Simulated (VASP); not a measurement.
Ti, 1 atom in the cell. The structure is cubic, space group Im-3m (No. 229). Conventional cell: a = 3.282 Å, b = 3.282 Å, c = 3.282 Å, α = 90.00°, β = 90.00°, γ = 90.00°. Around Ti (site symmetry m-3m) lie 8 Ti at 2.84 Å. This isn't the form of Ti at room conditions, which is hcp.

```yaml
Program: VASP 6.6.1
Task: single point
Functional: PBE
Potentials_or_basis: VASP PAW PBE potentials, release 64 (Ti_sv_GW)
Cutoff: 550 eV
k_mesh: 11 × 11 × 11
Occupations: gaussian, width 0.1 eV
Spin: no spin polarisation
Further_INCAR_settings: ALGO = Normal; EDIFF = 1.00e-06; NBANDS = 12
```

Potentials or basis: VASP PAW PBE potentials, release 64 (Ti_sv_GW).

Command:

```sh
$ python run.py
```

Hardware: 1 thread of AMD EPYC 9R45 (Zen 5), on a shared host.

Task: How long does it take, and how much memory?

Result: Wall time 13 s on 1 thread of AMD EPYC 9R45 (Zen 5), with other jobs on the host, peak memory 0.12 GiB. Counts: scf iterations 12, k points 56.
